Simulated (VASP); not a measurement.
# NiO (F-43m) in VASP: notebook

The runs below take NiO through single point, with PBE.

Program: VASP 6.6.1. These are calculated values, not measurements. Logs are shortened: lines on timing, memory, paths and dates and some standing lists are left out, and cuts for length are marked.

### Step 1. Starting point

Symmetry: F-43m, No. 216, cubic system. The conventional cell has a = 4.567 Å, b = 4.567 Å, c = 4.567 Å, α = 90.00°, β = 90.00°, γ = 90.00°. Ni (site symmetry -43m) has 4 O at 1.98 Å as nearest neighbours. O (site symmetry -43m) is surrounded by 4 Ni at 1.98 Å.

Measurements of this composition are mostly on another form, of space group No. 225.

### Step 2. Single point, PBE, collinear spin, antiferromagnetic start

Input file INCAR:

```
ALGO = Fast
EDIFF = 1E-6
ENCUT = 520
GGA = PE
ISIF = 2
ISMEAR = 0
ISPIN = 2
LASPH = True
LCHARG = False
LMAXMIX = 4
LORBIT = 11
LREAL = False
LWAVE = False
MAGMOM = 1 -1 0 0
NBANDS = 28
NELM = 120
PREC = Accurate
SIGMA = 0.05
```

Input file KPOINTS:

```
k-points
0
Gamma
  7 7 7
```

Input file POSCAR:

```
NiO
1.0
    4.5670969200      2.2835484600      2.2835484600
    2.2835484600      4.5670969200      2.2835484600
    2.2835484600      2.2835484600      4.5670969200
Ni O
2 2
Direct
    0.0000000000      0.0000000000      0.0000000000
    0.5000000000      0.5000000000      0.5000000000
    0.1250000000      0.1250000000      0.1250000000
    0.6250000000      0.6250000000      0.6250000000
```

Potentials or basis: VASP PAW PBE potentials, release 64 (Ni, O).

On the command line:

```
$ cat potpaw_PBE.64/Ni/POTCAR potpaw_PBE.64/O/POTCAR > POTCAR
$ mpirun -np 1 vasp_std > vasp.out
```

OUTCAR:

```text
EDIFF = 1E-6
   ENCUT = 520
   GGA = PE
   ISIF = 2
   ISMEAR = 0
   ISPIN = 2
   LASPH = True
   LORBIT = 11
   LREAL = False
   NELM = 120
   PREC = Accurate

 ion  position               nearest neighbor table
   1  0.000  0.000  0.000-   4 1.98   4 1.98   4 1.98   3 1.98
   2  0.500  0.500  0.500-   3 1.98   3 1.98   3 1.98   4 1.98
   3  0.125  0.125  0.125-   2 1.98   2 1.98   2 1.98   1 1.98
   4  0.625  0.625  0.625-   1 1.98   1 1.98   1 1.98   2 1.98

  LATTYP: Found a trigonal (rhomboedric) cell.
 ALAT       =     5.5935285299
 COS(alpha) =     0.8333333333

  Lattice vectors:

 A1 = (   4.5670969200,   2.2835484600,   2.2835484600)
 A2 = (   2.2835484600,   4.5670969200,   2.2835484600)
 A3 = (   2.2835484600,   2.2835484600,   4.5670969200)

Analysis of symmetry for initial positions (statically):
=====================================================================
 Subroutine PRICEL returns following result:

  LATTYP: Found a face centered cubic cell.
 ALAT       =     4.5670969200
[... 12 lines left out ...]
 Subroutine GETGRP returns: Found  6 space group operations
 (whereof  6 operations were pure point group operations)
 out of a pool of 12 trial point group operations.

The static configuration has the point symmetry C_3v.

Analysis of symmetry for dynamics (positions and initial velocities):
=====================================================================
 Subroutine PRICEL returns following result:

  LATTYP: Found a face centered cubic cell.
 ALAT       =     4.5670969200
[... 12 lines left out ...]
 Subroutine GETGRP returns: Found  6 space group operations
 (whereof  6 operations were pure point group operations)
 out of a pool of 12 trial point group operations.

The dynamic configuration has the point symmetry C_3v.

Analysis of structural, dynamic, and magnetic symmetry:
=====================================================================
 Subroutine PRICEL returns following result:

  LATTYP: Found a face centered cubic cell.
 ALAT       =     4.5670969200
[... 12 lines left out ...]
 Subroutine GETGRP returns: Found  6 space group operations
 (whereof  6 operations were pure point group operations)
 out of a pool of 12 trial point group operations.

The overall configuration has the point symmetry C_3v.

 Subroutine INISYM returns: Found  6 space group operations
 (whereof  6 operations are pure point group operations),
 and found     2 'primitive' translations

----------------------------------------------------------------------------------------

                                     Primitive cell

  volume of cell :      23.8156

  direct lattice vectors                    reciprocal lattice vectors
     0.000000000 -2.283548460  2.283548460     0.218957473 -0.218957473  0.218957473
    -2.283548460  0.000000000  2.283548460    -0.218957473  0.218957473  0.218957473
    -2.283548460 -2.283548460  0.000000000    -0.218957473 -0.218957473 -0.218957473

  length of vectors
     3.229425202  3.229425202  3.229425202     0.379245468  0.379245468  0.379245468

  position of ions in fractional coordinates (direct lattice)
     0.000000000  0.000000000  0.000000000
     0.250000000  0.250000000  0.250000000

  ion indices of the primitive-cell ions
   primitive index   ion index
                 1           1
                 2           3

----------------------------------------------------------------------------------------

 KPOINTS: k-points

Automatic generation of k-mesh.
 Grid dimensions read from file:
 generate k-points for:    7    7    7

 Generating k-lattice:

  Cartesian coordinates                     Fractional coordinates (reciprocal lattice)
     0.046919458 -0.015639819 -0.015639819     0.142857143 -0.000000000 -0.000000000
    -0.015639819  0.046919458 -0.015639819    -0.000000000  0.142857143 -0.000000000
    -0.015639819 -0.015639819  0.046919458    -0.000000000 -0.000000000  0.142857143

  Length of vectors
     0.051871413  0.051871413  0.051871413

  Shift w.r.t. Gamma in fractional coordinates (k-lattice)
     0.000000000  0.000000000  0.000000000

 Subroutine IBZKPT returns following result:
 ===========================================

 Found     44 irreducible k-points:

 Following reciprocal coordinates:
            Coordinates               Weight
  0.000000  0.000000  0.000000      1.000000
  0.142857  0.000000  0.000000      6.000000
  0.285714  0.000000  0.000000      6.000000
  0.428571  0.000000  0.000000      6.000000
  0.142857  0.142857  0.000000      6.000000
  0.285714  0.142857 -0.000000     12.000000
[... 16 lines left out ...]
  0.285714  0.285714  0.142857      6.000000
  0.428571  0.285714  0.142857     12.000000
 [... further k-points ...]
   k-points           NKPTS =     44   k-points in BZ     NKDIM =     44   number of bands    NBANDS=     28
   number of dos      NEDOS =    301   number of ions     NIONS =      4
   total plane-waves  NPLWV =  74088
   dimension x,y,z NGX =    42 NGY =   42 NGZ =   42
   dimension x,y,z NGXF=    84 NGYF=   84 NGZF=   84
   ions per type =               2   2
   NGX,Y,Z   is equivalent  to a cutoff of  12.48, 12.48, 12.48 a.u.
   NGXF,Y,Z  is equivalent  to a cutoff of  24.97, 24.97, 24.97 a.u.
 SYSTEM =  unknown system
   PREC   = accura    normal or accurate (medium, high low for compatibility)
   ISTART =      0    job   : 0-new  1-cont  2-samecut
   ICHARG =      2    charge: 1-file 2-atom 10-const
   ISPIN  =      2    spin polarized calculation?
   LNONCOLLINEAR =      F non collinear calculations
   LSORBIT =      F    spin-orbit coupling
   LASPH  =      T    aspherical Exc in radial PAW
   ENCUT  =  520.0 eV  38.22 Ry    6.18 a.u.  10.40 10.40 10.40*2*pi/ulx,y,z
   NELM   =    120;   NELMIN=  2; NELMDL= -5     # of ELM steps
   EDIFF  = 0.1E-05   stopping-criterion for ELM
   LREAL  =      F    real-space projection
   EDIFFG = 0.1E-04   stopping-criterion for IOM
   NSW    =      0    number of steps for IOM
   IBRION =     -1    ionic relax: 0-MD 1-quasi-New 2-CG
   NFREE  =      0    steps in history (QN), initial steepest desc. (CG)
   ISIF   =      2    stress and relaxation
   ISYM   =      2    0-nonsym 1-usesym 2-fastsym
   POTIM  = 0.5000    time-step for ionic-motion
   TEBEG  =    0.0;   TEEND  =   0.0 temperature during run
   PSTRESS=    0.0 pullay stress
   NELECT =      32.0000    total number of electrons
   NUPDOWN=      -1.0000    fix difference up-down
   EMIN   =  10.00;   EMAX   =-10.00  energy-range for DOS
   EFERMI =   0.00;   METHOD = LEGACY
   ISMEAR =     0;   SIGMA  =   0.05  broadening in eV -4-tet -1-fermi 0-gaus
   EFERMI_NEDOS =   21; number of points for ismear=-14 and -15
   IALGO  =     68    algorithm
   IMIX   =      4    mixing-type and parameters
     AMIX     =   0.40;   BMIX     =  1.00
     AMIX_MAG =   1.60;   BMIX_MAG =  1.00
  volume/ion in A,a.u.               =      11.91        80.36
  Fermi-wavevector in a.u.,A,eV,Ry     =   1.433820  2.709527 27.971393  2.055839
  Thomas-Fermi vector in A             =   2.553296
   LORBIT       =     11    0 simple, 1 ext, 2 COOP (PROOUT), +10 PAW based schemes
   GGA     = PE    functional components
   LHFCALC =     F    Hartree Fock is set to
   AEXX    =    0.0000 exact exchange contribution
   IVDW    =     0    specifies the selected vdW correction
   LEPSILON=     F    determine dielectric tensor
   LRPA    =     F    only Hartree local field effects (RPA)
 spin polarized calculation
 RMM-DIIS sequential band-by-band and
 Gauss-broadening in eV      SIGMA  =   0.05
  energy-cutoff  :      520.00
  volume of cell :       47.63
 maximum number of plane-waves:      1304
 NGX is ok and might be reduce to    42

 number of electron      31.9999996 magnetization      -0.0000000

 number of electron      31.9999996 magnetization       0.0000000

 Free energy of the ion-electron system (eV)
  ---------------------------------------------------
  ext. energy  EPLUGINS =         0.00000000
  ---------------------------------------------------
  free energy    TOTEN  =       -22.98796372 eV

  energy without entropy =      -22.98050891  energy(sigma->0) =      -22.98423631

 E-fermi :   5.0488     XC(G=0): -10.9214

 val. band max:        5.0462510807   @ k =  -0.2857  -0.4286   0.1429
 cond. band min:       5.0491432277   @ k =  -0.4286  -0.4286   0.2857
 fundamental gap:      0.0028921470
 Fermi energy:         5.0487947248

 spin component 1

 k-point     1 :       0.0000    0.0000    0.0000
  band No.  band energies     occupation
      1     -14.4161      1.00000
      2     -13.7247      1.00000
      3      -1.3895      1.00000
      4      -0.4498      1.00000
      5      -0.4498      1.00000
      6      -0.2894      1.00000
[... 733 lines left out ...]
     27      20.9156      0.00000
     28      22.0993      0.00000

 [... further k-points ...]

 spin component 2

 k-point     1 :       0.0000    0.0000    0.0000
  band No.  band energies     occupation
      1     -14.4161      1.00000
      2     -13.7247      1.00000
      3      -1.3895      1.00000
      4      -0.4498      1.00000
      5      -0.4498      1.00000
      6      -0.2894      1.00000
[... 733 lines left out ...]
     27      20.9156      0.00000
     28      22.0993      0.00000

 [... further k-points ...]

------------------------ aborting loop because EDIFF is reached ----------------------------------------

  FORCE on cell =-STRESS in cart. coord.  units (eV):
  Direction    XX          YY          ZZ          XY          YZ          ZX
  --------------------------------------------------------------------------------------
  -------------------------------------------------------------------------------------
  Total       -2.4223226     -2.4223226     -2.4223226      0.0599883      0.0599883      0.0599883
  in kB      -81.4801611    -81.4801611    -81.4801611      2.0178392      2.0178392      2.0178392
  external PRESSURE =     -81.4801611 kB  Pullay stress =       0.0000000 kB

 VOLUME and BASIS-vectors are now :
 -----------------------------------------------------------------------------
  energy-cutoff  :      520.00
  volume of cell :       47.63
      direct lattice vectors                 reciprocal lattice vectors
     4.567096920  2.283548460  2.283548460     0.328436209 -0.109478736 -0.109478736
     2.283548460  4.567096920  2.283548460    -0.109478736  0.328436209 -0.109478736
     2.283548460  2.283548460  4.567096920    -0.109478736 -0.109478736  0.328436209

 POSITION                                       TOTAL-FORCE (eV/Angst)
 -----------------------------------------------------------------------------------
      0.00000      0.00000      0.00000         0.031507      0.031507      0.031507
      4.56710      4.56710      4.56710         0.031507      0.031507      0.031507
      1.14177      1.14177      1.14177        -0.031507     -0.031507     -0.031507
      5.70887      5.70887      5.70887        -0.031507     -0.031507     -0.031507
 -----------------------------------------------------------------------------------
    total drift:                                0.000043      0.000043      0.000043

  FREE ENERGIE OF THE ION-ELECTRON SYSTEM (eV)
  ---------------------------------------------------
  free  energy   TOTEN  =       -22.9879637173 eV

  energy  without entropy=      -22.9805089074  energy(sigma->0) =      -22.98423631

 total charge

# of ion       s       p       d       tot
------------------------------------------
    1        0.356   0.428   8.227   9.011
    2        0.356   0.428   8.227   9.011
    3        1.558   3.380   0.000   4.938
    4        1.558   3.380   0.000   4.938
--------------------------------------------------
tot          3.828   7.616  16.454  27.898

 magnetization (x)

# of ion       s       p       d       tot
------------------------------------------
    1        0.001   0.024   1.258   1.282
    2       -0.001  -0.024  -1.258  -1.282
    3       -0.008  -0.196   0.000  -0.204
    4        0.008   0.196   0.000   0.204
--------------------------------------------------
tot          0.000   0.000   0.000   0.000
```

Wall time 3.8 min (1 thread of AMD EPYC 9R45 (Zen 5), shared host); peak memory 0.31 GiB.

The run converged, but a check on its numbers failed (symmetry, net force, bounds or a known fault of this set-up), so they aren't taken as properties of the crystal.

Caveat: the result breaks the symmetry of the cell; semilocal functionals often make such compounds metallic where correlation or magnetic order opens a gap, which also shifts bond lengths.

### Step 3. Single point, PBE, collinear spin, zero start

This run uses another cell than the first one: it holds 2 atoms, not 4.

Input file INCAR:

```
ALGO     = Fast           # electronic algorithm
EDIFF    = 1E-7           # SCF threshold, eV
ENCUT    = 520            # plane-wave cutoff, eV
GGA      = PE             # functional
ISIF     = 2              # what is computed and relaxed
ISMEAR   = 0              # smearing method
ISPIN    = 2              # spin polarisation
LASPH    = T              # aspherical terms in the spheres
LCHARG   = F              # write CHGCAR
LMAXMIX  = 4              # l up to which the mixer works
LORBIT   = 11             # projections on sites
LREAL    = F              # projectors in reciprocal space
LWAVE    = F              # write WAVECAR
MAGMOM   = 0 0            # initial moments
NELM     = 120            # most SCF steps
PREC     = Accurate       # precision mode
SIGMA    = 0.05           # smearing width, eV
```

KPOINTS is that of step 2.

Input file POSCAR:

```
NiO
1.0
    0.0000000000      2.2835484600      2.2835484600
    2.2835484600      0.0000000000      2.2835484600
    2.2835484600      2.2835484600      0.0000000000
Ni O
1 1
Direct
    0.0000000000      0.0000000000      0.0000000000
    0.2500000000      0.2500000000      0.2500000000
```

Potentials or basis: VASP PAW PBE potentials, release 64 (Ni, O).

On the command line:

```
$ cat potpaw_PBE.64/Ni/POTCAR potpaw_PBE.64/O/POTCAR > POTCAR
$ mpirun -np 1 vasp_std > vasp.out
```

It took 9.6 s on 1 thread of AMD EPYC 9R45 (Zen 5), shared host; peak memory 0.12 GiB.

It converged, with:

- Free energy: -11.3727 eV
- Pressure: -11.9 GPa
- Band gap on the k mesh: none (metal or under the smearing width)
- Net moment: 0.00 μB per cell
- Valence electrons inside the program's atomic spheres: Ni 9.04; O 4.91

Levels at points of the mesh, in eV from the Fermi level:
Spin up:
| k point | band 5 | band 6 | band 7 | band 8 | band 9 | band 10 | band 11 | band 12 |
| --- | --- | --- | --- | --- | --- | --- | --- | --- |
| (0.00, 0.00, 0.00) | -1.44 | -1.44 | 0.54 | 0.97 | 0.97 | 0.97 | 14.11 | 14.11 |
Spin down:
```
           k point  band 5  band 6  band 7  band 8  band 9  band 10  band 11  band 12
(0.00, 0.00, 0.00)   -1.44   -1.44    0.54    0.96    0.96     0.96    14.11    14.11
```

Caveat: semilocal functionals often make such compounds metallic where correlation or magnetic order opens a gap, which also shifts bond lengths. With open d or f shells a metallic result of PBE can be an artefact of self-interaction; +U or a hybrid may open a gap.

### Step 4. Single point, PBE, collinear spin, random start

This run uses another cell than the first one: it holds 2 atoms, not 4.

Input file INCAR:

```
  ALGO = Fast
  EDIFF = 1E-6
  ENCUT = 520
  GGA = PE
  ISIF = 2
  ISMEAR = 0
  ISPIN = 2
  LASPH = T
  LCHARG = F
  LMAXMIX = 4
  LORBIT = 11
  LREAL = F
  LWAVE = F
  MAGMOM = 0.95 0
  NBANDS = 19
  NELM = 120
  PREC = Accurate
  SIGMA = 0.05
```

KPOINTS is that of step 3.

POSCAR is that of step 3.

On the command line:

```
$ cat potpaw_PBE.64/Ni/POTCAR potpaw_PBE.64/O/POTCAR > POTCAR
$ mpirun -np 1 vasp_std > vasp.out
```

Wall time 14 s (1 thread of AMD EPYC 9R45 (Zen 5), shared host); peak memory 0.12 GiB.

Results (log left out):

```
Free energy                                           : -11.5652 eV
Pressure                                              : -6.9 GPa
Band gap on the k mesh                                : none (metal or under the smearing width)
Net moment                                            : 1.99 μB per cell
Site moments                                          : Ni +1.55; O +0.38 μB
Valence electrons inside the program's atomic spheres : Ni 9.00; O 4.95
```

Levels at points of the mesh, in eV from the Fermi level:
Spin up:
| k point | band 6 | band 7 | band 8 | band 9 | band 10 | band 11 | band 12 | band 13 |
| --- | --- | --- | --- | --- | --- | --- | --- | --- |
| (0.00, 0.00, 0.00) | -2.36 | 0.03 | 0.03 | 0.03 | 0.36 | 13.88 | 13.88 | 13.88 |
Spin down:
```
           k point  band 5  band 6  band 7  band 8  band 9  band 10
(0.00, 0.00, 0.00)   -1.28   -1.28    0.67    1.68    1.68     1.68
```

Caveat: a cell with one magnetic atom can't hold antiferromagnetic order, which such compounds often take; semilocal functionals often make such compounds metallic where correlation or magnetic order opens a gap, which also shifts bond lengths.

### Step 5. Single point, PBE, collinear spin, ferromagnetic start

This run uses another cell than the first one: it holds 2 atoms, not 4.

Input file INCAR:

```
SYSTEM = NiO
  PREC = Accurate
  ENCUT = 520
  EDIFF = 1E-7
  ISMEAR = 0
  SIGMA = 0.05
  LREAL = .False.
  LASPH = .True.
  NELM = 150
  ALGO = Normal
  ISIF = 2
  LWAVE = .False.
  LCHARG = .True.
  ISPIN = 2
  MAGMOM = 1 0
  LORBIT = 11
  NUPDOWN = 2
  LMAXMIX = 4
  GGA = PE
  LELF = .True.
  LVHAR = .True.
```

Input file KPOINTS:

```
Automatic mesh
0
Gamma
  7 7 7
  0 0 0
```

POSCAR is that of step 4.

On the command line:

```
$ cat potpaw_PBE.64/Ni/POTCAR potpaw_PBE.64/O/POTCAR > POTCAR
$ mpirun -np 1 vasp_std > vasp.out
```

Run time: 10 s. Hardware: 1 thread of AMD EPYC 9R45 (Zen 5), shared host; peak memory 0.12 GiB.

Results (log left out):

```yaml
Free_energy: -11.5649 eV
Pressure: -7.0 GPa
Net_moment: 2.00 μB per cell
Site_moments: Ni +1.56; O +0.38 μB
Valence_electrons_inside_the_program's_atomic_spheres: Ni 8.99; O 4.95
```

Caveat: the total moment is fixed, so each spin has its own Fermi level; a cell with one magnetic atom can't hold antiferromagnetic order, which such compounds often take.

[end of part 1 of 2]
